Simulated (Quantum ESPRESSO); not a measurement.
Crystal: Au.

```
Au
1.0
     0.00000    2.03500    2.03500
     2.03500    0.00000    2.03500
     2.03500    2.03500    0.00000
Au
1
Direct
  0.00000 0.00000 0.00000
```

Base run:

| Quantity | Value |
| --- | --- |
| Program | Quantum ESPRESSO 7.5 |
| Functional | PBE |
| Potentials or basis | PseudoDojo 0.4.1 SR PBE standard |
| Cutoff | 1034 eV |
| Density cutoff | 4136 eV |
| k mesh | 11 × 11 × 11 |
| Occupations | fermi-dirac, width 0.05 eV |
| Spin | no spin polarisation |

Its results: band gap on the k mesh none (metal or under the smearing width); pressure 10.3 GPa.

Task: The run is repeated on the same cell with these changes: potentials or basis from PseudoDojo 0.4.1 SR PBE standard to PseudoDojo 0.4 FR PBE standard; spin from no spin polarisation to spin-orbit coupling, no magnetisation. What comes out?

Result: Band gap on the k mesh none (metal or under the smearing width); pressure 9.4 GPa.

Caveats: spin-orbit coupling is left out, which moves the levels of the heavy elements (some runs).
